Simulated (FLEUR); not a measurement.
**CdS (Greenockite) under changes of volume**

One of the cells (25.121 Å³/atom); the others are scaled copies at fixed shape and fractional positions:

```xyz
4
Lattice="4.1500 0.0000 0.0000 -2.0750 3.5940 0.0000 0.0000 0.0000 6.7370" Properties=species:S:1:pos:R:3 pbc="T T T"
Cd    2.0750    1.1980    3.3685
Cd    0.0000    2.3960    0.0000
S     2.0750    1.1980    5.8949
S     0.0000    2.3960    2.5264
```

```yaml
Program: FLEUR MaX-R8.1 (patched build s14)
Functional: LDA exchange alone (X-alpha)
Potentials_or_basis: all-electron
Basis: FLAPW
Kmax: 4.35 1/bohr
k_mesh: 7 × 7 × 4
Occupations: fermi-dirac, width 0.05 eV
Spin: no spin polarisation
```

| volume (Å³/atom) | energy over the lowest point (meV/atom) | gap on the mesh (eV) |
| --- | --- | --- |
| 23.614 | ? | ? |
| 24.116 | 9.76 | 0.86 |
| 25.121 | 0.00 | 0.77 |
| 26.126 | 5.19 | 0.69 |
| 26.628 | 12.43 | 0.64 |

Question: What does the run at 23.614 Å³/atom give?

Answer: Energy over the lowest point 21.37 meV/atom; gap on the mesh 0.91 eV.

Worked out: A Birch-Murnaghan fit of order 2 (a polynomial in V^(-2/3)) to the other rows has its minimum at 25.24 Å³/atom with B0 = V·E''(V) = 58 GPa at fixed shape and positions, which overstates the stiffness. It gives 21.19 meV/atom at 23.614 Å³/atom, against the run's 21.37. A straight line through the other rows of the gap, of slope -2.19 eV per unit of ln V (its deformation potential), extrapolates to 0.91 eV, against the run's 0.91.

Energies are extrapolated to zero smearing.

Caveats: the plane-wave cutoff is short for the semicore states, which can make moduli rough.

Spin-orbit coupling on Cd is left out.
